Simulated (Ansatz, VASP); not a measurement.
Two plane-wave programs on Ir

```
CELL_PARAMETERS angstrom
2.73722 0.00000 0.00000
1.36861 2.37050 0.00000
1.36861 0.79017 2.23493
ATOMIC_POSITIONS crystal
Ir 0.00000 0.00000 0.00000
```

Alike in both runs: functional PBE; k mesh 19 × 19 × 19; no spin polarisation.

Ansatz relaxed the structure, and its values are those at the end. VASP's run is a single point on that final structure, the one shown.

|  | VASP | Ansatz |
| --- | --- | --- |
| version | VASP 6.6.1 | Ansatz 0.2.0 |
| potentials or method | VASP PAW PBE potentials, release 64 (Ir) | plane waves, PAW |
| plane-wave cutoff (eV) | 520 | 476 |
| occupations | methfessel-paxton of order 1, width 0.15 eV | cold, width 0.15 eV |
| valence electrons in the cell | 9 | 17 |

|  | VASP | Ansatz | Ansatz less VASP |
| --- | --- | --- | --- |
| pressure (GPa) | 0.5 | 0.0 | -0.53 |

The two sets of potentials don't hold the same shells in valence.

Spin-orbit coupling is left out, which matters for the levels of Ir.
